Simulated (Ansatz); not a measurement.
**PbI2 (P-3m1), stationary points along a deformation path**

These are results of DFT LDA, scalar-relativistic, plane waves, PAW (Ansatz 0.2.0), not measurements. Settings: plane waves to 420 eV, k-mesh 9×9×6 (Γ-centred), Gaussian smearing 0.05 eV. Spin–orbit coupling is left out, which can shift energies with elements as heavy as these. No spin polarisation. Energies are free energies at this smearing, counted from the undisturbed cell; pressure is positive in compression.

The undisturbed cell (as given, not relaxed at this level; it stands at -1.1 GPa):

```
Pb I
1.0
     4.55500    0.00000    0.00000
    -2.27750    3.94475    0.00000
     0.00000    0.00000    6.97700
Pb I
1 2
Direct
  0.00000 0.00000 0.00000
  0.33333 0.66667 0.26500
  0.66667 0.33333 0.73500
```

The cell holds layers and no dispersion correction was added, so their binding is poorly described.

At fixed volume and fractional coordinates, lengths along (0.000, 0.000, 1.000) are scaled against those across it; ρ is that ratio over its starting value. V = 41.788 Å³/atom. Δσ is the stress along the axis less the mean stress across it (compression positive).

| ρ | ΔE (meV/atom) | Δσ (GPa) | space group |
| --- | --- | --- | --- |
| 0.800 | 47.5 | 2.17 | P-3m1 |
| 0.850 | 27.0 | 1.71 | P-3m1 |
| 0.920 | 8.1 | 1.00 | P-3m1 |
| 0.960 | 2.3 | 0.56 | P-3m1 |
| 1.000 | 0.0 | 0.08 | P-3m1 |
| 1.050 | 2.0 | -0.56 | P-3m1 |
| 1.100 | 9.3 | -1.26 | P-3m1 |
| 1.200 | 39.9 | -2.84 | P-3m1 |
| 1.300 | 91.8 | -4.68 | P-3m1 |

Problem. How does the stress give the slope of the energy, and where is the energy stationary?

Solution. Along the path d ln(length) is 2/3 d ln ρ on the axis and −1/3 d ln ρ across it, so dE/d ln ρ = −(2/3) V Δσ: the energy falls with ρ where Δσ is positive. Δσ vanishes or changes sign between ρ = 1.000 and 1.050, a minimum (near 1.01 by linear interpolation). Pairs of stationary points between two samples would go unseen, and could change a minimum read from distant neighbours into a maximum.

Problem. Integrate that slope from ρ = 1 to 1.200 by the trapezoid rule.

Solution. With V/N in Å³ and 1 eV/Å³ = 160.2 GPa the slopes at ρ = 1.000, 1.050, 1.100, 1.200 are -14, 98, 219, 494 meV/atom per unit of ln ρ. The steps add 2.0 + 7.4 + 31.1 = 40.5 meV/atom, against 39.9 from the energies; the trapezoid rule misses the curvature of the slope within each step.

Forces appear on the atoms along this scan, and letting them relax would lower the energy and soften the response.